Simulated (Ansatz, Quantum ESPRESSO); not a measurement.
# BaO (Fm-3m): Raman and infrared activity, part 2 of 3

Wanted: vibrational spectra of BaO (Fm-3m) from linear and non-linear response.

Quantum ESPRESSO 8.0 development, patched; DFT LDA, scalar-relativistic, plane waves, PseudoDojo norm-conserving pseudopotentials.

So far. Step 2 (A first look): A gap of 1.8 eV opens on this mesh, so the crystal is taken as an insulator; the start stands at -2.1 GPa. Step 4 (Ground state): The cell stands at -0.018 GPa, close enough for phonons. The relaxed cell has a = 5.452 Å (conventional setting).

The database entry behind the starting cell differs from later determinations by our own check (about 0.7 % short), so it need not match the best structure at ambient conditions.

## Step 5: Linear response at Γ

At q = 0 one unit cell holds all displacements; symmetry groups them into irreducible representations that are solved one by one. The response to a field gives ε∞ and the Born charges, which polar modes need. Third-order response adds the Raman tensors.

ph.in

```
phonons
 &inputph
    prefix='x',
    outdir='./tmp',
    fildyn='g.dyn',
    tr2_ph=1.0d-18,
    epsil=.true.,
    lraman=.true.,
    elop=.true.,
 /
0.000000000000 0.000000000000 0.000000000000
```

Run with:

```bash
> OMP_NUM_THREADS=1 mpirun -n 2 ph.x -nk 2 -in ph.in > ph.out
```

Log:

```text
[banners, grids, parts of the stress and lines that vanish by symmetry left out]
[banner, memory and clock lines left out]
Program PHONON v.8.0dev

     Dynamical matrices for q-points given in input
     (   1q-points):
       N         xq(1)         xq(2)         xq(3)
       1   0.000000000   0.000000000   0.000000000

     ./tmp/x.save/

     IMPORTANT: XC functional enforced from input :
     Exchange-correlation= PW
                           (   1   4   0   0   0   0   0)
     Any further DFT definition will be discarded
     Please, verify this is what you really want

     G-vector sticks info

     Reading collected, re-writing distributed wavefunctions in ./tmp/

     Number and degeneracy of irreps per q-point
       N         xq(1)         xq(2)         xq(3)   N irreps
       1   0.000000000   0.000000000   0.000000000       2
        3   3

     Calculation of q =    0.0000000   0.0000000   0.0000000

     phonons

     bravais-lattice index     =            2
     lattice parameter (alat)  =      10.3030  a.u.
     unit-cell volume          =     273.4189 (a.u.)^3
     number of atoms/cell      =            2
     number of atomic types    =            2
     kinetic-energy cut-off    =      84.0000  Ry
     charge density cut-off    =     336.0000  Ry
     convergence threshold     =      1.0E-18
     beta                      =       0.7000
     number of iterations used =            4
     Exchange-correlation= PW
                           (   1   4   0   0   0   0   0)

     celldm(1)=   10.30298  celldm(2)=    0.00000  celldm(3)=    0.00000
     celldm(4)=    0.00000  celldm(5)=    0.00000  celldm(6)=    0.00000

     crystal axes: (cart. coord. in units of alat)
               a(1) = ( -0.5000  0.0000  0.5000 )
               a(2) = (  0.0000  0.5000  0.5000 )
               a(3) = ( -0.5000  0.5000  0.0000 )

     reciprocal axes: (cart. coord. in units 2 pi/alat)
               b(1) = ( -1.0000 -1.0000  1.0000 )
               b(2) = (  1.0000  1.0000  1.0000 )
               b(3) = ( -1.0000  1.0000 -1.0000 )

     Atoms inside the unit cell:

     Cartesian axes

     site n.  atom      mass           positions (alat units)
        1  Ba    137.3270   tau(    1) = (    0.00000    0.00000    0.00000  )
        2  O      15.9990   tau(    2) = (   -0.50000    0.50000    0.50000  )

     Computing dynamical matrix for
                    q = (   0.0000000   0.0000000   0.0000000 )

     49 Sym.Ops. (with q -> -q+G )

     G cutoff =  903.4524  (  28475 G-vectors)     FFT grid: ( 45, 45, 45)
     number of k points=    29
                       cart. coord. in units 2pi/alat
        k(    1) = (   0.0000000   0.0000000   0.0000000), wk =   0.0039062
        k(    2) = (  -0.1250000   0.1250000  -0.1250000), wk =   0.0312500
        k(    3) = (  -0.2500000   0.2500000  -0.2500000), wk =   0.0312500
        [... further k-points left out ...]

     PseudoPot. # 1 for Ba read from file:
     ./pseudo/Ba.upf
     Pseudo is Norm-conserving + core correction, Zval = 10.0

     PseudoPot. # 2 for O  read from file:
     ./pseudo/O.upf
     Pseudo is Norm-conserving + core correction, Zval =  6.0

     Mode symmetry, O_h (m-3m)  point group:

     Electric field:
     Dielectric constant
     Born effective charges as d Force / d E
     Raman tensor
     Electro-optic tensor

     Atomic displacements:
     There are    2 irreducible representations

     Representation     1      3 modes -  To be done

     Representation     2      3 modes -  To be done

     Alpha used in Ewald sum =   2.8000

     Electric Fields Calculation

     The passes end when |ddv_scf|^2 is under  6.1E-20 (on this mesh; tr2_ph alone asks  1.0E-18)

      iter #   1   av.it.:   6.9
      thresh= 1.000E-02 alpha_mix =  0.700 |ddv_scf|^2 =  3.061E-08

      [... iterations left out ...]
      iter #   8   av.it.:  13.2
      thresh= 2.340E-10 alpha_mix =  0.700 |ddv_scf|^2 =  6.603E-21

     End of electric fields calculation

          Dielectric constant in cartesian axis

          (       4.332430531       0.000000000       0.000000000 )
          (      -0.000000000       4.332430531      -0.000000000 )
          (       0.000000000      -0.000000000       4.332430531 )

          Effective charges (d Force / dE) in cartesian axis without acoustic sum rule applied (asr)

           atom    1  Ba    Mean Z*:        2.79718
      Ex  (        2.79718       -0.00000       -0.00000 )
      Ey  (       -0.00000        2.79718        0.00000 )
      Ez  (       -0.00000        0.00000        2.79718 )
           atom    2  O     Mean Z*:       -2.79758
      Ex  (       -2.79758        0.00000       -0.00000 )
      Ey  (       -0.00000       -2.79758       -0.00000 )
      Ez  (        0.00000       -0.00000       -2.79758 )

          Effective charges Sum: Mean:       -0.00039
             -0.00039       -0.00000       -0.00000
              0.00000       -0.00039        0.00000
             -0.00000        0.00000       -0.00039

          Effective charges (d Force / dE) in cartesian axis with asr applied:
           atom    1  Ba    Mean Z*:        2.79738
      E*x (        2.79738       -0.00000        0.00000 )
      E*y (        0.00000        2.79738        0.00000 )
      E*z (       -0.00000        0.00000        2.79738 )
           atom    2  O     Mean Z*:       -2.79738
      E*x (       -2.79738        0.00000        0.00000 )
      E*y (        0.00000       -2.79738       -0.00000 )
      E*z (        0.00000       -0.00000       -2.79738 )

     Calling punch_plot_e
     Writing on file  drho

     Computing Pc [DH,Drho] |psi>

     Derivative coefficient:  0.001000    Threshold: 1.00E-12
     Message from routine dhdrhopsi:
     some bands at k + dk did not converge to eth_ns: the Raman tensors may be inaccurate, compare with a run at another eth_ns or dek
     Non-scf  u_k: avg # of iterations = 16.5
     Non-scf Du_k: avg # of iterations = 29.0

          Dielectric constant from finite-differences

          (       4.332343362      -0.000000000       0.000000000 )
          (      -0.000000000       4.332343362       0.000000000 )
          (       0.000000000       0.000000000       4.332343362 )

              Electro-optic tensor is defined as
            the derivative of the dielectric tensor
              with respect to one electric field
                 units are Rydberg a.u.

            to obtain the static chi^2 multiply by 1/2

            to convert to pm/Volt multiply per 2.7502

          Electro-optic tensor in cartesian axis:

          (       0.000000000      -0.000000000       0.000000000 )
          (       0.000000000      -0.000000000       0.000000000 )
          (       0.000000000       0.000000000      -0.000000000 )

          (      -0.000000000      -0.000000000       0.000000000 )
          (      -0.000000000      -0.000000000      -0.000000000 )
          (      -0.000000000      -0.000000000       0.000000000 )

          (       0.000000000       0.000000000      -0.000000000 )
          (       0.000000000      -0.000000000       0.000000000 )
          (       0.000000000       0.000000000      -0.000000000 )

          Electro-optic tensor: contribution #   1

          (      -0.000000000       0.000000000      -0.000000000 )
          (      -0.000000000       0.000000000      -0.000000000 )
          (      -0.000000000       0.000000000      -0.000000000 )

          (       0.000000000       0.000000000      -0.000000000 )
          (       0.000000000      -0.000000000       0.000000000 )
          (       0.000000000       0.000000000      -0.000000000 )

          (       0.000000000       0.000000000      -0.000000000 )
          (      -0.000000000       0.000000000      -0.000000000 )
          (      -0.000000000      -0.000000000       0.000000000 )

          Electro-optic tensor: contribution #   2

          (       0.000000000       0.000000000       0.000000000 )
          (      -0.000000000       0.000000000       0.000000000 )
          (      -0.000000000      -0.000000000       0.000000000 )

          (      -0.000000000      -0.000000000       0.000000000 )
          (       0.000000000      -0.000000000       0.000000000 )
          (      -0.000000000      -0.000000000      -0.000000000 )

          (       0.000000000       0.000000000       0.000000000 )
          (      -0.000000000       0.000000000       0.000000000 )
          (       0.000000000       0.000000000       0.000000000 )

     Computing Second order response

      iter #   1   av.it.:   9.5
      thresh= 1.000E-02 alpha_mix =  0.700 |ddv_scf|^2 =  1.157E-06

      [... iterations left out ...]
      iter #  10   av.it.:  13.1
      thresh= 2.274E-11 alpha_mix =  0.700 |ddv_scf|^2 =  1.326E-21

          Raman tensor (au^-1) in cartesian axis

           atom      1
          (      -0.000000000      -0.000000000      -0.000000000 )
          (      -0.000000000       0.000000000       0.000000000 )
          (      -0.000000000      -0.000000000      -0.000000000 )

          (      -0.000000000      -0.000000000      -0.000000000 )
          (       0.000000000      -0.000000000       0.000000000 )
          (      -0.000000000       0.000000000      -0.000000000 )

          (       0.000000000      -0.000000000       0.000000000 )
          (      -0.000000000      -0.000000000      -0.000000000 )
          (       0.000000000      -0.000000000       0.000000000 )

           atom      2
          (      -0.000000000       0.000000000      -0.000000000 )
          (      -0.000000000      -0.000000000      -0.000000000 )
          (       0.000000000       0.000000000       0.000000000 )

          (       0.000000000       0.000000000      -0.000000000 )
          (       0.000000000       0.000000000       0.000000000 )
          (      -0.000000000      -0.000000000      -0.000000000 )

          (      -0.000000000      -0.000000000      -0.000000000 )
          (      -0.000000000      -0.000000000      -0.000000000 )
          (       0.000000000      -0.000000000       0.000000000 )

     Raman tensor (A^2)

     atom #    1    pol.  1
     -0.855101923256E-21     -0.223435276607E-21     -0.144644942225E-20
     -0.108357709332E-20      0.918940573715E-21      0.206635631749E-21
     -0.112389624098E-20     -0.330953003696E-21     -0.262914442023E-20
     atom #    1    pol.  2
     -0.151364800168E-20     -0.359680396403E-20     -0.223435276607E-21
      0.703905119537E-21     -0.194371891003E-20      0.263922420714E-20
[...]
atom #    1    pol.  3
[...]
atom #    2    pol.  1
[...]
atom #    2    pol.  2
[...]
atom #    2    pol.  3
[...]
0.212011518104E-20     -0.131037229890E-21      0.125997336433E-20

     Representation #   1 modes #   1   2   3

     Self-consistent Calculation

     The passes end when |ddv_scf|^2 is under  6.1E-20 (on this mesh; tr2_ph alone asks  1.0E-18)

      iter #   1   av.it.:   7.3
      thresh= 1.000E-02 alpha_mix =  0.700 |ddv_scf|^2 =  4.650E-07

      [... iterations left out ...]
      iter #   8   av.it.:  13.4
      thresh= 2.512E-10 alpha_mix =  0.700 |ddv_scf|^2 =  3.178E-20

     End of self-consistent calculation

     Convergence has been achieved

     Representation #   2 modes #   4   5   6

     Self-consistent Calculation

     The passes end when |ddv_scf|^2 is under  6.1E-20 (on this mesh; tr2_ph alone asks  1.0E-18)

      iter #   1   av.it.:   7.2
      thresh= 1.000E-02 alpha_mix =  0.700 |ddv_scf|^2 =  1.680E-07

      [... iterations left out ...]
      iter #   8   av.it.:  13.0
      thresh= 1.452E-10 alpha_mix =  0.700 |ddv_scf|^2 =  1.843E-20

     End of self-consistent calculation

     Convergence has been achieved

     Number of q in the star =    1
     List of q in the star:
          1   0.000000000   0.000000000   0.000000000

          Dielectric constant in cartesian axis

          (       4.332430531       0.000000000       0.000000000 )
          (      -0.000000000       4.332430531      -0.000000000 )
          (       0.000000000      -0.000000000       4.332430531 )

          Effective charges (d Force / dE) in cartesian axis without acoustic sum rule applied (asr)

           atom    1  Ba    Mean Z*:        2.79718
      Ex  (        2.79718       -0.00000       -0.00000 )
      Ey  (       -0.00000        2.79718        0.00000 )
      Ez  (       -0.00000        0.00000        2.79718 )
           atom    2  O     Mean Z*:       -2.79758
      Ex  (       -2.79758        0.00000       -0.00000 )
      Ey  (       -0.00000       -2.79758       -0.00000 )
      Ez  (        0.00000       -0.00000       -2.79758 )

          Effective charges Sum: Mean:       -0.00039
             -0.00039       -0.00000       -0.00000
              0.00000       -0.00039        0.00000
             -0.00000        0.00000       -0.00039

          Effective charges (d Force / dE) in cartesian axis with asr applied:
           atom    1  Ba    Mean Z*:        2.79738
      E*x (        2.79738       -0.00000        0.00000 )
      E*y (        0.00000        2.79738        0.00000 )
      E*z (       -0.00000        0.00000        2.79738 )
           atom    2  O     Mean Z*:       -2.79738
      E*x (       -2.79738        0.00000        0.00000 )
      E*y (        0.00000       -2.79738       -0.00000 )
      E*z (        0.00000       -0.00000       -2.79738 )

     Diagonalizing the dynamical matrix

     q = (    0.000000000   0.000000000   0.000000000 )

 **************************************************************************
     freq (    1) =      -0.032338 [THz] =      -1.078680 [cm-1]
     freq (    2) =      -0.032338 [THz] =      -1.078680 [cm-1]
     freq (    3) =      -0.032338 [THz] =      -1.078680 [cm-1]
     freq (    4) =       2.928888 [THz] =      97.697190 [cm-1]
     freq (    5) =       2.928888 [THz] =      97.697190 [cm-1]
     freq (    6) =       2.928888 [THz] =      97.697190 [cm-1]
 **************************************************************************

     Mode symmetry, O_h (m-3m)  point group:

     freq (   1-   3) =         -1.1  [cm-1]   --> T_1u G_15  G_4- I
     freq (   4-   6) =         97.7  [cm-1]   --> T_1u G_15  G_4- I
```

Wall time 11 min (2 MPI ranks of Intel Xeon Platinum 8375C at 2.90GHz (Ice Lake), shared host).

Read from the output:

| Quantity | Value |
| --- | --- |
| miss of the charge sum rule | 4.00e-4 e |
| largest acoustic frequency at the zone centre before the sum rule | -1.08 cm⁻¹ |
| highest optical zone-centre mode (no LO-TO term) | 97.7 cm⁻¹ |
| lowest optical zone-centre mode | 97.7 cm⁻¹ |
| mean high-frequency dielectric constant | 4.332 |
| largest Born charge in size (third of the trace) | 2.798 e |

Born charge (rows field, columns displacement), before the sum rule (e), principal values of the symmetric part by kind of site:

| atom | atoms with these values | low | middle | high | mean |
| --- | --- | --- | --- | --- | --- |
| Ba1 | 1 | 2.80 | 2.80 | 2.80 | 2.80 |
| O2 | 1 | -2.80 | -2.80 | -2.80 | -2.80 |

In full for Ba1:

```
2.80 0.00 0.00
0.00 2.80 0.00
0.00 0.00 2.80
```

High-frequency dielectric tensor:

```
4.33 0.00 0.00
0.00 4.33 0.00
0.00 0.00 4.33
```

The acoustic modes at Γ come out as far as 1.1 cm⁻¹ from zero, where they should vanish, a small numerical error; the Born charges miss their sum rule by 4.0e-4 e, which is good.

## Step 6: Modes with the sum rule

A rigid shift of the crystal must cost nothing, but grids and finite bases break this; the acoustic sum rule is imposed before the matrix is diagonalised again. With Born charges the intensities follow, and the static dielectric tensor.

dynmat.in

```
 &input
    fildyn='g.dyn',
    asr='simple',
    fileig='dynmat.eig',
    lperm=.true.,
 /
```

Run with:

```bash
> dynmat.x -in dynmat.in > dynmat.out
```

Log:

```text
[banner, memory and clock lines left out]
Program DYNMAT v.8.0dev

     Reading Dynamical Matrix from file g.dyn
     ...Force constants read
     ...epsilon and Z* read
     ...Raman cross sections read
     A direction for q was not specified:TO-LO splitting will be absent

     Polarizability (A^3 units)
     multiply by 0.473752 for Clausius-Mossotti correction (not under assume_isolated = 'mt')
        10.744427   -0.000000    0.000000
         0.000000   10.744427   -0.000000
         0.000000   -0.000000   10.744427

     IR activities are in (D/A)^2/amu units

# mode   [cm-1]    [THz]      IR
    1      0.00    0.0000    0.0000
    2      0.00    0.0000    0.0000
    3      0.00    0.0000    0.0000
    4     97.76    2.9307   12.5991
    5     97.76    2.9307   12.5991
    6     97.76    2.9307   12.5991

Electronic dielectric permittivity tensor (relative, adimensional)
         4.332431   -0.000000    0.000000
         0.000000    4.332431   -0.000000
         0.000000   -0.000000    4.332431

 ... with zone-center polar mode contributions
        73.733733    0.000000    0.000000
         0.000000   73.733733    0.000000
         0.000000    0.000000   73.733733
```

Wall time 0.63 s (1 thread).

Read from the output:

| Property | Result |
| --- | --- |
| highest optical zone-centre mode (no LO-TO term) | 97.76 cm⁻¹ |
| lowest optical zone-centre mode | 97.76 cm⁻¹ |
| mean static dielectric constant | 73.73 |

Unit eigenvectors of the mass-weighted matrix after the sum rule; no LO-TO term. Modes at Γ, with each element's share of the kinetic energy:

| mode | frequency (cm⁻¹) | symmetry | Ba % | O % |
| --- | --- | --- | --- | --- |
| 1 | 0.0 | acoustic | 90 | 10 |
| 2 | 0.0 | acoustic | 90 | 10 |
| 3 | 0.0 | acoustic | 90 | 10 |
| 4 | 97.8 | T1u | 10 | 90 |
| 5 | 97.8 | T1u | 10 | 90 |
| 6 | 97.8 | T1u | 10 | 90 |

Displacements in mode 5 (97.8 cm⁻¹), the largest set to 1:
```
Ba1  0.00  0.00 -0.12
O2   0.00  0.00  1.00
```

Degenerate modes summed, no LO-TO term. Infrared lines, with heights relative to the strongest:

| position (cm⁻¹) | lines merged | label | IR intensity, relative |
| --- | --- | --- | --- |
| 98 | 3 | T1u | 100 |

Static dielectric tensor (ions relaxed, fixed cell):

```
73.73  0.00  0.00
 0.00 73.73  0.00
 0.00  0.00 73.73
```

The rule moves no optical mode by more than 0.1 cm⁻¹.

## Step 7: Sum rules set otherwise: a sum rule for molecules or wires on a crystal

This rule also removes rotations, which suits molecules and not a crystal; it is tried to see the harm.

dynmat.in

```
 &input
    fildyn='g.dyn',
    asr='zero-dim',
    fileig='dynmat.eig',
    lperm=.true.,
 /
```

Run with:

```bash
> dynmat.x -in dynmat.in > dynmat.out
```

Log:

```text
[banner, memory and clock lines left out]
Program DYNMAT v.8.0dev

     Reading Dynamical Matrix from file g.dyn
     ...Force constants read
     ...epsilon and Z* read
     ...Raman cross sections read
     Warning: this looks like a crystal, not a molecule in a box: use asr = 'crystal'
     Acoustic Sum Rule: || Z*(ASR) - Z*(orig)|| =    4.823338E-04
     Acoustic Sum Rule: ||dyn(ASR) - dyn(orig)||=    2.930557E-02
     Message from routine dynmat:
     WARNING: the charges keep any dipole. Ignore the strengths of the modes set to zero; with q typed a rigid rotation may get a frequency
     A direction for q was not specified:TO-LO splitting will be absent

     Polarizability (A^3 units)
     multiply by 0.473752 for Clausius-Mossotti correction (not under assume_isolated = 'mt')
        10.744427   -0.000000    0.000000
         0.000000   10.744427   -0.000000
         0.000000   -0.000000   10.744427

     IR activities are in (D/A)^2/amu units

# mode   [cm-1]    [THz]      IR
    1     -0.00   -0.0000    0.6611
    2     -0.00   -0.0000    0.7708
    3      0.00    0.0000    0.0452
    4      0.00    0.0000   11.7887
    5      0.00    0.0000   11.9323
    6     97.74    2.9302   12.5991

Electronic dielectric permittivity tensor (relative, adimensional)
         4.332431   -0.000000    0.000000
         0.000000    4.332431   -0.000000
         0.000000   -0.000000    4.332431

 ... with zone-center polar mode contributions
        27.473723  -23.141292  -23.141292
       -23.141292   27.473723   23.141292
       -23.141292   23.141292   27.473723
```

It took 0.63 s on 1 thread.

The program raised no error, yet the settings are not those of a careful run.

The fault: a sum rule for molecules or wires on a crystal; 2 optical modes are projected out to zero frequency, as if they were rotations, and the static dielectric tensor is spoilt.

For a crystal the rule has to be 'simple' or 'crystal'.

Zone-centre frequencies as printed; negative means imaginary. Modes:

| mode | frequency (cm⁻¹) |
| --- | --- |
| 1 | 0 |
| 2 | 0 |
| 3 | 0 |
| 4 | 0 |
| 5 | 0 |
| 6 | 97.74 |

(Continued in part 3 of 3.)

[Host names and launcher messages were left out of these logs when they were recorded.]

[Logs are printed without paths, hosts, clocks, repeated set-up lines and the standing remarks that a program may print on its own settings, such as how far it seeks lower states.]

[Hosts, paths, dates, database ids (printed as entryN), source tags and the programs' standing remarks are cut or masked in the printed files.]
